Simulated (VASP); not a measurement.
# KF (Fm-3m) in VASP: further runs

One crystal, KF, is run at these levels: PBE; tasks: single point, relaxation of cell and atoms.

Everything below comes from runs of VASP 6.6.1. Logs are shortened: lines on timing, memory, paths and dates and some standing lists are left out, and cuts for length are marked.

## 1. The structure

The structure is cubic, space group Fm-3m (No. 225). The conventional cell has a = 5.421 Å, b = 5.421 Å, c = 5.421 Å, α = 90.00°, β = 90.00°, γ = 90.00°. K (site symmetry m-3m) has 6 F at 2.71 Å as nearest neighbours. F (site symmetry m-3m) has 6 K at 2.71 Å as nearest neighbours.

The cell was built by a generator and needn't be a form met in nature.

## 2. Single point, PBE

INCAR

```
ALGO = Normal ; EDIFF = 1E-6
ENCUT = 520 ; GGA = PE
ISIF = 2 ; ISMEAR = 0
LASPH = True ; LCHARG = False
LREAL = False ; LWAVE = False
NBANDS = 15 ; NELM = 80
PREC = Accurate ; SIGMA = 0.02
```

KPOINTS

```
k-points
0
Gamma
  8 8 8
```

POSCAR

```
KF
1.0
    0.0000000000      2.7102548202      2.7102548202
    2.7102548202      0.0000000000      2.7102548202
    2.7102548202      2.7102548202      0.0000000000
K F
1 1
Direct
    0.5000000000      0.5000000000      0.5000000000
    0.0000000000      0.0000000000      0.0000000000
```

Potentials or basis: VASP PAW PBE potentials, release 64 (K_sv, F).

Launch:

```bash
$ cat potpaw_PBE.64/K_sv/POTCAR potpaw_PBE.64/F/POTCAR > POTCAR
$ mpirun -np 1 vasp_std > vasp.out
```

OUTCAR:

```text
EDIFF = 1E-6
   ENCUT = 520
   GGA = PE
   ISIF = 2
   ISMEAR = 0
   LASPH = True
   LREAL = False
   NELM = 80
   PREC = Accurate

 ion  position               nearest neighbor table
   1  0.500  0.500  0.500-   2 2.71   2 2.71   2 2.71   2 2.71   2 2.71   2 2.71
   2  0.000  0.000  0.000-   1 2.71   1 2.71   1 2.71   1 2.71   1 2.71   1 2.71

  LATTYP: Found a face centered cubic cell.
 ALAT       =     5.4205096404

  Lattice vectors:

 A1 = (   0.0000000000,   2.7102548202,   2.7102548202)
 A2 = (   2.7102548202,   0.0000000000,   2.7102548202)
 A3 = (   2.7102548202,   2.7102548202,   0.0000000000)

Analysis of symmetry for initial positions (statically):
=====================================================================
 Subroutine PRICEL returns:
 Original cell was already a primitive cell.

 Routine SETGRP: Setting up the symmetry group for a
 face centered cubic supercell.

 Subroutine GETGRP returns: Found 48 space group operations
 (whereof 48 operations were pure point group operations)
 out of a pool of 48 trial point group operations.

The static configuration has the point symmetry O_h .

Analysis of symmetry for dynamics (positions and initial velocities):
=====================================================================
 Subroutine PRICEL returns:
 Original cell was already a primitive cell.

 Routine SETGRP: Setting up the symmetry group for a
 face centered cubic supercell.

 Subroutine GETGRP returns: Found 48 space group operations
 (whereof 48 operations were pure point group operations)
 out of a pool of 48 trial point group operations.

The dynamic configuration has the point symmetry O_h .

 Subroutine INISYM returns: Found 48 space group operations
 (whereof 48 operations are pure point group operations),
 and found     1 'primitive' translations

----------------------------------------------------------------------------------------

                                     Primitive cell

  volume of cell :      39.8163

  direct lattice vectors                    reciprocal lattice vectors
     0.000000000  2.710254820  2.710254820    -0.184484498  0.184484498  0.184484498
     2.710254820  0.000000000  2.710254820     0.184484498 -0.184484498  0.184484498
     2.710254820  2.710254820  0.000000000     0.184484498  0.184484498 -0.184484498

  length of vectors
     3.832879124  3.832879124  3.832879124     0.319536524  0.319536524  0.319536524

[... 86 lines left out ...]
   ISIF   =      2    stress and relaxation
   ISYM   =      2    0-nonsym 1-usesym 2-fastsym
   POTIM  = 0.5000    time-step for ionic-motion
   TEBEG  =    0.0;   TEEND  =   0.0 temperature during run
   PSTRESS=    0.0 pullay stress
   NELECT =      16.0000    total number of electrons
   NUPDOWN=      -1.0000    fix difference up-down
   EMIN   =  10.00;   EMAX   =-10.00  energy-range for DOS
   EFERMI =   0.00;   METHOD = LEGACY
   ISMEAR =     0;   SIGMA  =   0.02  broadening in eV -4-tet -1-fermi 0-gaus
   EFERMI_NEDOS =   21; number of points for ismear=-14 and -15
   IALGO  =     38    algorithm
   IMIX   =      4    mixing-type and parameters
     AMIX     =   0.40;   BMIX     =  1.00
     AMIX_MAG =   1.60;   BMIX_MAG =  1.00
  volume/ion in A,a.u.               =      19.91       134.35
  Fermi-wavevector in a.u.,A,eV,Ry     =   1.208077  2.282935 19.857031  1.459451
  Thomas-Fermi vector in A             =   2.343696
   LORBIT       =      0    0 simple, 1 ext, 2 COOP (PROOUT), +10 PAW based schemes
   GGA     = PE    functional components
   LHFCALC =     F    Hartree Fock is set to
   AEXX    =    0.0000 exact exchange contribution
   IVDW    =     0    specifies the selected vdW correction
   LEPSILON=     F    determine dielectric tensor
   LRPA    =     F    only Hartree local field effects (RPA)
 non-spin polarized calculation
 Gauss-broadening in eV      SIGMA  =   0.02
  energy-cutoff  :      520.00
  volume of cell :       39.82
 maximum number of plane-waves:      1090
 NGX is ok and might be reduce to    30
   NGX = 15   NGY = 15   NGZ = 15

 number of electron      15.9999992 magnetization

 Free energy of the ion-electron system (eV)
  ---------------------------------------------------
  ext. energy  EPLUGINS =         0.00000000
  ---------------------------------------------------
  free energy    TOTEN  =        -8.29929481 eV

  energy without entropy =       -8.29929481  energy(sigma->0) =       -8.29929481

 E-fermi :  -2.8302     XC(G=0):  -8.2116

 val. band max:       -2.9144197463   @ k =   0.0000   0.0000   0.0000
 cond. band min:       3.0323077432   @ k =   0.0000   0.0000   0.0000
 fundamental gap:      5.9467274895
 Fermi energy:        -2.8302134567

 k-point     1 :       0.0000    0.0000    0.0000
  band No.  band energies     occupation
      1     -29.1737      2.00000
      2     -21.5482      2.00000
      3     -12.4532      2.00000
      4     -12.4532      2.00000
      5     -12.4532      2.00000
      6      -2.9144      2.00000
      7      -2.9144      2.00000
      8      -2.9144      2.00000
      9       3.0323      0.00000
     10       7.6435      0.00000
     11       7.6435      0.00000
     12       7.6435      0.00000
     13       9.2592      0.00000
     14       9.2592      0.00000
[... 401 lines left out ...]
      2     -21.5960      2.00000
      3     -12.7381      2.00000
      4     -12.6417      2.00000
      5     -12.5198      2.00000
      6      -3.4543      2.00000
      7      -3.1734      2.00000
      8      -3.1584      2.00000
      9       6.3115      0.00000
     10       6.9663      0.00000
     11       8.5215      0.00000
     12       9.5777      0.00000
     13      10.7766      0.00000
     14      11.7636      0.00000
     15      11.9213      0.00000

 [... further k-points ...]
[... 5 lines left out ...]
  --------------------------------------------------------------------------------------
  -------------------------------------------------------------------------------------
  Total        0.0042913      0.0042913      0.0042913      0.0000000      0.0000000      0.0000000
  in kB        0.1726808      0.1726808      0.1726808      0.0000000      0.0000000      0.0000000
  external PRESSURE =       0.1726808 kB  Pullay stress =       0.0000000 kB

 VOLUME and BASIS-vectors are now :
 -----------------------------------------------------------------------------
  energy-cutoff  :      520.00
  volume of cell :       39.82
      direct lattice vectors                 reciprocal lattice vectors
     0.000000000  2.710254820  2.710254820    -0.184484498  0.184484498  0.184484498
     2.710254820  0.000000000  2.710254820     0.184484498 -0.184484498  0.184484498
     2.710254820  2.710254820  0.000000000     0.184484498  0.184484498 -0.184484498

 POSITION                                       TOTAL-FORCE (eV/Angst)
 -----------------------------------------------------------------------------------
      2.71025      2.71025      2.71025         0.000000      0.000000      0.000000
      0.00000      0.00000      0.00000        -0.000000     -0.000000     -0.000000
 -----------------------------------------------------------------------------------
    total drift:                                0.000000      0.000000      0.000000

  FREE ENERGIE OF THE ION-ELECTRON SYSTEM (eV)
  ---------------------------------------------------
  free  energy   TOTEN  =        -8.2992948082 eV

  energy  without entropy=       -8.2992948082  energy(sigma->0) =       -8.29929481
```

stdout:

```text
POSCAR found type information on POSCAR K F
 POSCAR found :  2 types and       2 ions
 scaLAPACK will be used
 LDA part: xc-table for (Slater+PW92), standard interpolation
 POSCAR, INCAR and KPOINTS ok, starting setup
 FFT: planning ... GRIDC
 FFT: planning ... GRID_SOFT
 FFT: planning ... GRID
 WAVECAR not read
 entering main loop
```

It took 14 s on 1 thread of Intel Xeon 6975P-C (Granite Rapids), shared host; peak memory 0.17 GiB.

What came out:

- Free energy: -8.2993 eV
- Pressure: 0.0 GPa
- Band gap on the k mesh: 5.95 eV, direct

[end of part 1 of 2]
